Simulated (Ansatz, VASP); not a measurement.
This is a calculation of Cs2AgBiBr6 for Ansatz 0.2.0.

The input input.yaml:

```yaml
crystal:
  lattice:
    - [0.0, 5.6161, 5.6161]
    - [5.6161, 0.0, 5.6161]
    - [5.6161, 5.6161, 0.0]
  atoms:
    - { symbol: Bi, position: [0.0, 0.0, 0.0] }
    - { symbol: Cs, position: [0.75, 0.75, 0.75] }
    - { symbol: Cs, position: [0.25, 0.25, 0.25] }
    - { symbol: Ag, position: [0.5, 0.5, 0.5] }
    - { symbol: Br, position: [0.74945, 0.74945, 0.25055] }
    - { symbol: Br, position: [0.25055, 0.25055, 0.74945] }
    - { symbol: Br, position: [0.74945, 0.25055, 0.25055] }
    - { symbol: Br, position: [0.74945, 0.25055, 0.74945] }
    - { symbol: Br, position: [0.25055, 0.74945, 0.74945] }
    - { symbol: Br, position: [0.25055, 0.74945, 0.25055] }
hamiltonian:
  xc: pbesol
  pseudopotentials: { kind: paw }
kpoints:
  mp_grid: { grid: [4, 4, 4] }
scf:
  occupations: { method: fermi_dirac, width: 0.05 }
output:
  forces: true
  stress: true
  eigenvalues: true
```

Potentials or basis: Ansatz PAW.

Launch:

```sh
$ ansatz run input.yaml --threads 4 --pin off --max-ram 11264MiB --backend cpu --events-out ev --progress --plain --runs-dir out
```

Task: Set up the same calculation for VASP 6.6.1. Potentials there: VASP PAW PBE potentials, release 64 (Bi_d, Cs_sv, Ag, Br).

Result: As run (the cutoff follows the program's own potentials):

The input INCAR:

```
SYSTEM = Cs2AgBiBr6
PREC = Accurate ; ENCUT = 520
EDIFF = 1E-7 ; ISMEAR = -1
SIGMA = 0.05 ; LREAL = .False.
LASPH = .True. ; NELM = 80
ALGO = Normal ; ISIF = 2
LWAVE = .False. ; LCHARG = .False.
GGA = PS ; NBANDS = 54
KPAR = 4
```

The input KPOINTS:

```
Automatic mesh
0
Gamma
  4 4 4
  0 0 0
```

POSCAR

```
Cs2AgBiBr6
1.0
    0.0000000000      5.6161000000      5.6161000000
    5.6161000000      0.0000000000      5.6161000000
    5.6161000000      5.6161000000      0.0000000000
Bi Cs Ag Br
1 2 1 6
Direct
    0.0000000000      0.0000000000      0.0000000000
    0.7500000000      0.7500000000      0.7500000000
    0.2500000000      0.2500000000      0.2500000000
    0.5000000000      0.5000000000      0.5000000000
    0.7494500000      0.7494500000      0.2505500000
    0.2505500000      0.2505500000      0.7494500000
    0.7494500000      0.2505500000      0.2505500000
    0.7494500000      0.2505500000      0.7494500000
    0.2505500000      0.7494500000      0.7494500000
    0.2505500000      0.7494500000      0.2505500000
```

Potentials or basis: VASP PAW PBE potentials, release 64 (Bi_d, Cs_sv, Ag, Br).

Run with:

```console
$ cat potpaw_PBE.64/Bi_d/POTCAR potpaw_PBE.64/Cs_sv/POTCAR potpaw_PBE.64/Ag/POTCAR potpaw_PBE.64/Br/POTCAR > POTCAR
$ mpirun -np 4 vasp_std > vasp.out
```

Both were run:

|  | VASP | Ansatz | Ansatz less VASP |
| --- | --- | --- | --- |
| gap on the k mesh at the Fermi level (eV) | 1.17 | 1.17 | -0.003 |
| least direct gap on the mesh (eV) | 2.39 | 2.39 | -0.002 |
| pressure (GPa) | 0.0 | 0.0 | -0.01 |
| rms of the force components (eV/Å) | 0.138 | 0.135 | -0.0028 |

Atom by atom the forces differ by 0.003 eV/Å (rms over components). The functional is the same, so the differences come from potentials, cutoffs and numerics. The two sets of potentials don't hold the same shells in valence.

Caveats: spin-orbit coupling is left out, which as a rule narrows the gap of such compounds by several tenths of an eV; the PAW data sets were made with another functional, which shifts forces and pressure a little (VASP); the PAW data sets come from PBE, with cores solved anew for the run's functional, which leaves a small shift of forces and pressure (Ansatz). A k mesh can miss the band edges. As with any semilocal functional, this PBEsol gap is likely too small.
